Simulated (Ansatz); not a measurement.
Working through band-curvature effective masses by finite differences of PbS, space group R3m

With Ansatz 0.2.0 through its Python package.

The script reads `pbs.extxyz`:
```text
2
Lattice="2.11266171 1.2197458 3.45191625 -2.11266171 1.2197458 3.45191625 0.0 -2.43949161 3.45191625" Properties=species:S:1:pos:R:3 pbc="T T T"
Pb    0.00000000   -0.00000000   10.15449286
S     0.00000000   -0.00000000    4.91934881
```

The cells in order, each with its output:

In [1]:
```python
import warnings

import ansatz as az
import numpy as np

warnings.simplefilter("ignore", az.DeckWarning)
```

In [2]:
```python
cell = az.Crystal.from_extxyz("pbs.extxyz")
```

In [3]:
```python
base = (
    cell.calculation()
    .functional("lda")
    .kpoints(6, 6, 6)
    .occupations("fixed")
)
outcome = base.band_table().run()
r = outcome.report
```

In [4]:
```python
r["mixing_algorithm"], r["preconditioner"], r["eigensolver"]
```
Out [4]:
```text
('MSR1', 'none', 'band_cg')
```

In [5]:
```python
outcome.unlabelled_reasons
```
Out [5]:
```text
['no_forces']
```

In [6]:
```python
r["n_iterations"], r["closed_by"]
```
Out [6]:
```text
(6, 'deck_thresholds')
```

In [7]:
```python
levels = np.array(r["eigenvalues_ev"])
filled = round(r["n_electrons"] / 2)
edges = {"top filled band": (filled - 1, levels[:, filled - 1].argmax()), "lowest empty band": (filled, levels[:, filled].argmin())}
gap = levels[:, filled].min() - levels[:, filled - 1].max()
print(f"gap on the mesh {gap:.3f} eV")
if gap <= 0.05:
    print("no gap: band-edge masses have no meaning here")
    edges = {}
reciprocal = 2 * np.pi * np.linalg.inv(outcome.lattice.cell_ang).T
step = 0.01  # 1/A
```
```text
gap on the mesh 0.329 eV
```

In [8]:
```python
pairs = [(0, 1), (0, 2), (1, 2)]
moves = [sign * axis for axis in np.eye(3) for sign in (-1, 1)]
moves += [s1 * np.eye(3)[i] + s2 * np.eye(3)[j] for i, j in pairs for s1 in (1, -1) for s2 in (1, -1)]
for name, (band, index) in edges.items():
    together = int(np.sum(np.abs(levels[index] - levels[index, band]) < 2e-3))
    print(name, "at k =", np.round(r["kpoints_frac"][index], 4), f"E = {levels[index, band]:.4f} eV, degeneracy {together}")
    centre = np.array(r["kpoints_frac"][index]) @ reciprocal
    points = [centre] + [centre + step * move for move in moves]
    table = base.band_structure(points, intervals=1, cartesian=True).run().band_structure().channels[0].eigenvalues_ev
    if together > 1:
        level = np.flatnonzero(np.abs(levels[index] - levels[index, band]) < 2e-3)
        along = (table[1, level] + table[2, level] - 2 * table[0, level]) / step ** 2
        print("  degenerate level, no single mass tensor; masses of its branches along x:", np.round(7.61996 / along, 3), "m_e")
        continue
    e = table[:, band]
    hessian = np.diag((e[1:7:2] + e[2:7:2] - 2 * e[0]) / step ** 2)
    for (i, j), (pp, pm, mp, mm) in zip(pairs, e[7:].reshape(3, 4)):
        hessian[i, j] = hessian[j, i] = (pp - pm - mp + mm) / (4 * step ** 2)
    curvatures, axes = np.linalg.eigh(hessian)
    slope = (e[2:7:2] - e[1:7:2]) / (2 * step)
    print("  slope (eV A):", np.round(slope, 3) + 0.0, "" if np.abs(slope).max() < 0.05 else "- no extremum here, so these are local curvatures and no band-edge masses")
    for curvature, axis in zip(curvatures, axes.T):
        print(f"  principal mass {7.61996 / curvature:8.3f} m_e along", np.round(axis, 2) + 0.0)
```
```text
top filled band at k = [ 0.   0.  -0.5] E = 7.7267 eV, degeneracy 1
  slope (eV A): [0. 0. 0.]
  principal mass   -0.125 m_e along [ 0.   -0.02 -1.  ]
  principal mass   -0.128 m_e along [-1.  0.  0.]
  principal mass   -0.132 m_e along [ 0.   -1.    0.02]
lowest empty band at k = [ 0.   0.  -0.5] E = 8.0556 eV, degeneracy 1
  slope (eV A): [0. 0. 0.]
  principal mass    0.156 m_e along [1. 0. 0.]
  principal mass    0.155 m_e along [0.   0.39 0.92]
  principal mass    0.114 m_e along [ 0.   -0.92  0.39]
```

Notes:
- Spin-orbit coupling, left out here, can change this gap by several tenths of an eV, and inverted bands can meet off the mesh.
- The computed bands are complete only to about 5.1 eV above the Fermi level.
- The structure comes from a database of computed cells and needn't be a stable or known phase.
- Levels are Kohn-Sham eigenvalues on this mesh, without spin-orbit coupling.
- The masses are finite-difference curvatures at extrema found on a coarse mesh, which needn't be the true band edges; a step that is long against the gap makes them too heavy. At a valence maximum the curvature is negative (the hole mass is its size); mixed signs mark a saddle. Spin-orbit coupling is left out, and light masses scale with the Kohn-Sham gap.
- It ran for 7.5 s on 1 thread of Arm Neoverse V2, on a shared host, peak memory 0.36 GiB.
